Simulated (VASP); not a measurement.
# Si (Fd-3m) in VASP: a series of runs

Aim: see how the results for Si move with the level of theory and the settings. Levels: LDA, PBE. Tasks: single point.

Everything below comes from runs of VASP 6.6.1. Logs are shortened: lines on timing, memory, paths and dates and some standing lists are left out, and cuts for length are marked.

**1. The undisturbed crystal**

The structure is cubic, space group Fd-3m (No. 227). The conventional cell has a = 5.444 Å, b = 5.444 Å, c = 5.444 Å, α = 90.00°, β = 90.00°, γ = 90.00°. Si (site symmetry -43m) is surrounded by 4 Si at 2.36 Å.

**2. Single point, LDA (grid = ENCUT=350 dk=0.6 cell=3x3x3 ISMEAR=0 SIGMA=0.05 LREAL=Auto EDIFF=1e-06)**

INCAR

```
ALGO = Fast ; EDIFF = 1E-6
ENCUT = 350 ; GGA = CA
ISIF = 2 ; ISMEAR = 0
KPAR = 2 ; LASPH = T
LCHARG = F ; LREAL = Auto
LWAVE = F ; NBANDS = 131
NCORE = 1 ; NELM = 120
PREC = Accurate ; SIGMA = 0.05
```

KPOINTS

```
k-points
0
Gamma
  2 2 2
```

POSCAR

```
Si53Ge
1.0
    0.0000000000      8.1655535595      8.1655535595
    8.1655535595      0.0000000000      8.1655535595
    8.1655535595      8.1655535595      0.0000000000
Ge Si
1 53
Direct
    0.1666666667      0.1666666667      0.1666666667
    0.1666666667      0.1666666667      0.5000000000
    0.1666666667      0.1666666667      0.8333333333
    0.1666666667      0.5000000000      0.1666666667
    0.1666666667      0.5000000000      0.5000000000
    0.1666666667      0.5000000000      0.8333333333
    0.1666666667      0.8333333333      0.1666666667
    0.1666666667      0.8333333333      0.5000000000
    0.1666666667      0.8333333333      0.8333333333
    0.5000000000      0.1666666667      0.1666666667
    0.5000000000      0.1666666667      0.5000000000
    0.5000000000      0.1666666667      0.8333333333
    0.5000000000      0.5000000000      0.1666666667
    0.5000000000      0.5000000000      0.5000000000
    0.5000000000      0.5000000000      0.8333333333
    0.5000000000      0.8333333333      0.1666666667
    0.5000000000      0.8333333333      0.5000000000
    0.5000000000      0.8333333333      0.8333333333
    0.8333333333      0.1666666667      0.1666666667
    0.8333333333      0.1666666667      0.5000000000
    0.8333333333      0.1666666667      0.8333333333
    0.8333333333      0.5000000000      0.1666666667
    0.8333333333      0.5000000000      0.5000000000
    0.8333333333      0.5000000000      0.8333333333
    0.8333333333      0.8333333333      0.1666666667
    0.8333333333      0.8333333333      0.5000000000
    0.8333333333      0.8333333333      0.8333333333
    0.2500000000      0.2500000000      0.2500000000
    0.2500000000      0.2500000000      0.5833333333
    0.2500000000      0.2500000000      0.9166666667
    0.2500000000      0.5833333333      0.2500000000
    0.2500000000      0.5833333333      0.5833333333
    0.2500000000      0.5833333333      0.9166666667
    0.2500000000      0.9166666667      0.2500000000
    0.2500000000      0.9166666667      0.5833333333
    0.2500000000      0.9166666667      0.9166666667
    0.5833333333      0.2500000000      0.2500000000
    0.5833333333      0.2500000000      0.5833333333
    0.5833333333      0.2500000000      0.9166666667
    0.5833333333      0.5833333333      0.2500000000
    0.5833333333      0.5833333333      0.5833333333
    0.5833333333      0.5833333333      0.9166666667
    0.5833333333      0.9166666667      0.2500000000
    0.5833333333      0.9166666667      0.5833333333
    0.5833333333      0.9166666667      0.9166666667
    0.9166666667      0.2500000000      0.2500000000
    0.9166666667      0.2500000000      0.5833333333
    0.9166666667      0.2500000000      0.9166666667
    0.9166666667      0.5833333333      0.2500000000
    0.9166666667      0.5833333333      0.5833333333
    0.9166666667      0.5833333333      0.9166666667
    0.9166666667      0.9166666667      0.2500000000
    0.9166666667      0.9166666667      0.5833333333
    0.9166666667      0.9166666667      0.9166666667
```

Potentials or basis: VASP PAW LDA potentials, release 64 (Ge_d, Si).

Started as:

```bash
$ cat potpaw_LDA.64/Ge_d/POTCAR potpaw_LDA.64/Si/POTCAR > POTCAR
$ mpirun -np 4 vasp_std > vasp.out
```

OUTCAR:

```text
EDIFF = 1E-6
   ENCUT = 350
   GGA = CA
   ISIF = 2
   ISMEAR = 0
   LASPH = T
   LREAL = Auto
   NELM = 120
   PREC = Accurate

 Found      3 irreducible k-points:

 Following reciprocal coordinates:
            Coordinates               Weight
  0.000000  0.000000  0.000000      1.000000
  0.500000  0.000000  0.000000      4.000000
  0.500000  0.500000  0.000000      3.000000
   k-points           NKPTS =      3   k-points in BZ     NKDIM =      3   number of bands    NBANDS=    132
   number of dos      NEDOS =    301   number of ions     NIONS =     54
   total plane-waves  NPLWV = 343000
   dimension x,y,z NGX =    70 NGY =   70 NGZ =   70
   dimension x,y,z NGXF=   140 NGYF=  140 NGZF=  140
   ions per type =               1  53
   NGX,Y,Z   is equivalent  to a cutoff of  10.08, 10.08, 10.08 a.u.
   NGXF,Y,Z  is equivalent  to a cutoff of  20.15, 20.15, 20.15 a.u.
 SYSTEM =  unknown system
   PREC   = accura    normal or accurate (medium, high low for compatibility)
   ISTART =      0    job   : 0-new  1-cont  2-samecut
   ICHARG =      2    charge: 1-file 2-atom 10-const
   ISPIN  =      1    spin polarized calculation?
   LNONCOLLINEAR =      F non collinear calculations
   LSORBIT =      F    spin-orbit coupling
   LASPH  =      T    aspherical Exc in radial PAW
   ENCUT  =  350.0 eV  25.72 Ry    5.07 a.u.  17.62 17.62 17.62*2*pi/ulx,y,z
   NELM   =    120;   NELMIN=  2; NELMDL= -5     # of ELM steps
   EDIFF  = 0.1E-05   stopping-criterion for ELM
   LREAL  =      T    real-space projection
   EDIFFG = 0.1E-04   stopping-criterion for IOM
   NSW    =      0    number of steps for IOM
   IBRION =     -1    ionic relax: 0-MD 1-quasi-New 2-CG
   NFREE  =      0    steps in history (QN), initial steepest desc. (CG)
   ISIF   =      2    stress and relaxation
   ISYM   =      2    0-nonsym 1-usesym 2-fastsym
   POTIM  = 0.5000    time-step for ionic-motion
   TEBEG  =    0.0;   TEEND  =   0.0 temperature during run
   PSTRESS=    0.0 pullay stress
   NELECT =     226.0000    total number of electrons
   NUPDOWN=      -1.0000    fix difference up-down
   EMIN   =  10.00;   EMAX   =-10.00  energy-range for DOS
   EFERMI =   0.00;   METHOD = LEGACY
   ISMEAR =     0;   SIGMA  =   0.05  broadening in eV -4-tet -1-fermi 0-gaus
   EFERMI_NEDOS =   21; number of points for ismear=-14 and -15
   IALGO  =     68    algorithm
   IMIX   =      4    mixing-type and parameters
     AMIX     =   0.40;   BMIX     =  1.00
     AMIX_MAG =   1.60;   BMIX_MAG =  1.00
  volume/ion in A,a.u.               =      20.16       136.08
  Fermi-wavevector in a.u.,A,eV,Ry     =   0.969279  1.831671 12.782690  0.939501
  Thomas-Fermi vector in A             =   2.099318
   LORBIT       =      0    0 simple, 1 ext, 2 COOP (PROOUT), +10 PAW based schemes
   GGA     = CA    functional components
   LHFCALC =     F    Hartree Fock is set to
   AEXX    =    0.0000 exact exchange contribution
   IVDW    =     0    specifies the selected vdW correction
   LEPSILON=     F    determine dielectric tensor
   LRPA    =     F    only Hartree local field effects (RPA)
 non-spin polarized calculation
 RMM-DIIS sequential band-by-band and
 Gauss-broadening in eV      SIGMA  =   0.05
  energy-cutoff  :      350.00
  volume of cell :     1088.90
 maximum number of plane-waves:     16361
   NGX = 35   NGY = 35   NGZ = 35

 number of electron     226.0000006 magnetization

 Free energy of the ion-electron system (eV)
  ---------------------------------------------------
  ext. energy  EPLUGINS =         0.00000000
  ---------------------------------------------------
  free energy    TOTEN  =      -320.14454512 eV

  energy without entropy =     -320.14454512  energy(sigma->0) =     -320.14454512

 E-fermi :   5.9679     XC(G=0):  -9.5994

 val. band max:        5.7097476714   @ k =   0.0000   0.0000   0.0000
 cond. band min:       6.3062891072   @ k =   0.0000   0.0000   0.0000
 fundamental gap:      0.5965414357
 Fermi energy:         5.9678829460

 k-point     1 :       0.0000    0.0000    0.0000
  band No.  band energies     occupation
      1     -18.5807      2.00000
      2     -18.5807      2.00000
      3     -18.5807      2.00000
      4     -18.5511      2.00000
      5     -18.5511      2.00000
      6      -6.2472      2.00000
[... 117 lines left out ...]
    124       7.1787      0.00000
    125       7.1917      0.00000

 k-point     2 :       0.5000    0.0000    0.0000
  band No.  band energies     occupation
      1     -18.5807      2.00000
      2     -18.5807      2.00000
      3     -18.5807      2.00000
      4     -18.5511      2.00000
      5     -18.5511      2.00000
      6      -5.9259      2.00000
[... 117 lines left out ...]
    124       7.5916      0.00000
    125       7.6043      0.00000

 k-point     3 :       0.5000    0.5000    0.0000
  band No.  band energies     occupation
      1     -18.5807      2.00000
      2     -18.5807      2.00000
      3     -18.5807      2.00000
      4     -18.5511      2.00000
      5     -18.5511      2.00000
      6      -5.8121      2.00000
[... 117 lines left out ...]
    124       7.6509      0.00000
    125       7.7021      0.00000
 [bands above 125 left out]

------------------------ aborting loop because EDIFF is reached ----------------------------------------

  FORCE on cell =-STRESS in cart. coord.  units (eV):
  Direction    XX          YY          ZZ          XY          YZ          ZX
  --------------------------------------------------------------------------------------
  -------------------------------------------------------------------------------------
  Total      -12.8352262    -12.8352262    -12.8352262     -0.0000000      0.0000000      0.0000000
  in kB      -18.8854448    -18.8854448    -18.8854448     -0.0000000      0.0000000      0.0000000
  external PRESSURE =     -18.8854448 kB  Pullay stress =       0.0000000 kB

 VOLUME and BASIS-vectors are now :
 -----------------------------------------------------------------------------
  energy-cutoff  :      350.00
  volume of cell :     1088.90
      direct lattice vectors                 reciprocal lattice vectors
     0.000000000  8.165553559  8.165553559    -0.061232836  0.061232836  0.061232836
     8.165553559  0.000000000  8.165553559     0.061232836 -0.061232836  0.061232836
     8.165553559  8.165553559  0.000000000     0.061232836  0.061232836 -0.061232836

 POSITION                                       TOTAL-FORCE (eV/Angst)
 -----------------------------------------------------------------------------------
      2.72185      2.72185      2.72185        -0.000000     -0.000000     -0.000000
      5.44370      5.44370      2.72185        -0.001997     -0.001997      0.011781
      8.16555      8.16555      2.72185         0.001997      0.001997      0.011781
      5.44370      2.72185      5.44370        -0.001997      0.011781     -0.001997
      8.16555      5.44370      5.44370        -0.000359      0.000359      0.000359
     10.88740      8.16555      5.44370        -0.011781      0.001997     -0.001997
[... 46 lines left out ...]
     12.24833     12.24833     14.97018        -0.000004     -0.000004     -0.001292
     14.97018     14.97018     14.97018        -0.000000     -0.000000     -0.000000
 -----------------------------------------------------------------------------------
    total drift:                               -0.000093     -0.000093     -0.000092

  FREE ENERGIE OF THE ION-ELECTRON SYSTEM (eV)
  ---------------------------------------------------
  free  energy   TOTEN  =      -320.1445451187 eV

  energy  without entropy=     -320.1445451187  energy(sigma->0) =     -320.14454512
```

It took 3.6 min on 4 MPI ranks of Intel Xeon Platinum 8259CL at 2.50GHz (Skylake/Cascade Lake), shared host; peak memory 0.44 GiB.

These settings aren't checked as converged: the numbers below hold their error.

What came out:

| Quantity | Value |
| --- | --- |
| Free energy | -320.1445 eV |
| Largest force | 0.390 eV/Å |
| Band gap on the k mesh | 0.60 eV, direct |

Caveat: the cutoff is under 1.25 times the usual one of these potentials, so pressure, stress and relaxed cells hold a basis-set (Pulay) error.

(Part 1 of 2 ends here.)
